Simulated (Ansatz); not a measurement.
# C: a single-point run

Aim: a sound single-point run of C. The structure is shown as the input types it.

Method: DFT, PBE, all-electron PAW with datasets made for the crystal, scalar-relativistic, in Ansatz 0.2.0.

3 further runs of the same task are left out: 3 that didn't finish. Runs told in other sessions of the task aren't counted.

### 1 The structure to begin with

Symmetry: P-1, No. 2, triclinic system. Conventional cell: a = 2.456 Å, b = 2.456 Å, c = 3.635 Å, α = 70.26°, β = 70.26°, γ = 60.00°. C (site symmetry 1) has 3 C at 1.39 to 1.44 Å in its first shell of neighbours.

Cell or atoms stand a little off a more symmetric structure (R-3m at a tolerance of 0.3 Å), so results at this geometry aren't those of that ideal crystal.

As a file:

```
C
1.0
     1.22803    0.70900    3.34701
    -1.22803    0.70900    3.34701
     0.00000   -1.41800    3.34701
C
2
Direct
  0.17685 0.16274 0.15758
  0.83600 0.83600 0.83600
```

### 2 Running it

Input file input.yaml:

```yaml
crystal:
  lattice:
    - [1.2280263465, 0.7090013417, 3.3470108394]
    - [-1.2280263465, 0.7090013417, 3.3470108394]
    - [0.0, -1.4180026834, 3.3470108394]
  atoms:
    - { symbol: C, position: [0.1768490844, 0.1627443382, 0.1575816428] }
    - { symbol: C, position: [0.836, 0.836, 0.836] }
kpoints:
  mp_grid: { grid: [17, 17, 17] }
scf:
  occupations: { method: fermi_dirac, width: 0.03 }
hamiltonian:
  xc: pbe
  pseudopotentials: { kind: all_electron, datasets: crystal }
output:
  forces: true
  stress: true
  eigenvalues: true
  efg: { contact_densities: true }
```

On the command line:

```sh
$ ansatz run input.yaml --threads 1 --pin off --max-ram 2048MiB --backend cpu --events-out ev --progress --plain --runs-dir out
```

Log:

```text
basis.fft_grid_basis auto: the FFT boxes are laid along the combinations [[1, 0, -1], [0, 1, -1], [0, 0, 1]] of the cell's own vectors, 2.456, 2.456 and 3.635 Å long. The dense box has 20×20×30 points. Along the cell's own vectors, as sized, it would have 30×30×30, 2.25 times as many. basis.fft_grid_basis: typed keeps the cell's own vectors: state it where this run's energies or levels are differenced outside the engine with another run's, or held beside a run that keeps those vectors.
hamiltonian.pseudopotentials.datasets: crystal makes datasets for this crystal and solves the spheres of its atoms anew in each pass: cutoff 620.0 eV, the density's 2480.0 eV; for an error of 0.50 meV an atom under PBE, 1.0 meV for the cell; an energy difference from a run of another recipe may be off by several times the error for the cell, under r2SCAN by more, where some 0.1 meV an atom stays at smaller errors; C in spheres of 0.693 Å, 4 of its electrons in bands
Engine: ansatz 0.2.0
Pseudopotentials: kind: all_electron
Pseudopotential: C, paw, valence charge 4, recommended cutoff 620 eV (normal), Koelling and Harmon's equation, gaussian nucleus
Functional definition: PBE
  parameter kappa = 0.804
  parameter beta = 0.06672455060314922
  exchange = pbe_x(kappa = kappa, mu = beta*pi^2/3)
  correlation = pbe_c(beta = beta)
Error: memory limit exceeded: the `scf loop` phase needs 3.36 GiB against the run's memory maximum of 2.00 GiB; largest carriers: site augmentations 2.47 GiB, ion tables 0.32 GiB, unmodelled-tail allowance 0.28 GiB, wavefunctions 0.18 GiB, plane-wave basis 0.10 GiB; this run sums exchange and correlation above basis.xc_grid: 1 (its plan line states the level, which a resume's fixed deck keeps): xc box scratch, where this phase holds it, is freed by typing basis.xc_grid: 1 where that is served, the dense box, on which forces and the stress change with where the atoms sit on the grid; above 1 it holds sets of fields, each of the dense FFT grid's size, one where xc_sum_sets_ram_shed is told, and more where that grid is small for the threads, which a lower --threads can ease, or where more sets divide its points along the first axis more evenly among the threads; basis.xc_grid: 2 can take less where it holds more than four sets; beside a kernel that the sum folds it holds no such fields, which stand under nonlocal-correlation fold; on files that bring a core charge a lower level frees more under converged xc re-evaluation or converged xc re-evaluation excess, where this phase holds it, and far more under ion tables or, behind the SCF, source scf tables, which hold that charge on the exchange–correlation grid, the cube of the level in points for each point of the dense grid (where the key is left out runs that use forces, runs that use the stress, dielectric runs by a finite field, finite-displacement phonons, runs of phonons.displacement_patterns under a GGA or a meta-GGA, phonons by method: dfpt, dielectric runs by the response, runs on support functions, runs on PAW files under a meta-GGA or a hybrid on one, runs at kind: all_electron or under a hybrid on a GGA, runs under a text's formulas of a gradient, and runs on PAW files that evaluate rPW86 or Becke's exchange or LYP's correlation can take a finer level, which can go by the root key accuracy; a number is taken as typed; a frozen pass over a finer state takes that state's level too); a lower level also moves a phonon response's frequencies, a U that a linear-response series measures and a field's Born charges, by the response (dielectric, § Limitations, in the input reference) or by a finite field; with basis.ecutrho_ratio left out a phonons.method: dfpt run under a GGA can take a denser grid at level 1, and more memory; under checkpoint.post_process_only, output.atomic_orbital_hamiltonian's pass stands at its saved state's level: that level is lowered only in the run that saves the state, and a lower --threads takes less chiefly on a dense grid that is small for the threads; wavefunction blocks cannot be spilled: a run that solves its atoms' spheres anew in each pass reads every wavefunction block at once
with nothing else changed it takes a maximum of at least 3.36 GiB, with nothing to spare, and 3.70 GiB leaves up to a tenth: --max-ram 3.70GiB where that set the maximum, else more of the term that did, and with no share typed, where 3.70 GiB is over 0.88 of the host's memory or its container's limit, a share of 0.88 or more that holds the maximum too (--max-ram-frac F), where one does; The budget is ten elevenths of this run's memory maximum, which was set by `override`, `--max-ram`. Only more of that lifts it, as far as the next of its terms, where there is one: `probe`, the memory found free on the host or within its container's limit (plus what this process already holds); `hard-limit-fraction`, `--max-ram-frac`'s share of the host's memory or its container's limit, at most the whole. Or run on fewer --threads (every phase holds memory for each worker), or reduce the deck (k-points, bands, cutoff, basis.xc_grid; a resume cannot: its deck is fixed); --dry-run prints the memory plan (there is none under scf.eigensolver.kind: dense, nor of a phonons: deck that is refused for the q-mesh of its integrals; under relax.cell it leaves out what runs after the relaxation; the manual's page Python interface lists what else it leaves out, under The engine at run.memory_plan())
```

Run time: 1.2 s. Hardware: 1 thread of Arm Neoverse V1, shared host; peak memory 0.24 GiB.

### 3 What went wrong

The run ended at the input check. It says: «memory limit exceeded: the `scf loop` phase needs 3.36 GiB against the run's memory maximum of 2.00 GiB; largest carriers: site augmentations 2.47 GiB, ion tables 0.32 GiB, unmodelled-tail allowance 0.28 GiB ...»

The memory limit is under what the program plans for this job. It asks for 3.36 GiB, and 2.00 GiB are there.

What to do: give it more memory, or shrink what the message names as the largest carriers.

### 4 What came out

```
quantity              value
  ending            refused
   cause  not enough memory
```

What this shows: The run has to be repeated with the fault mended.
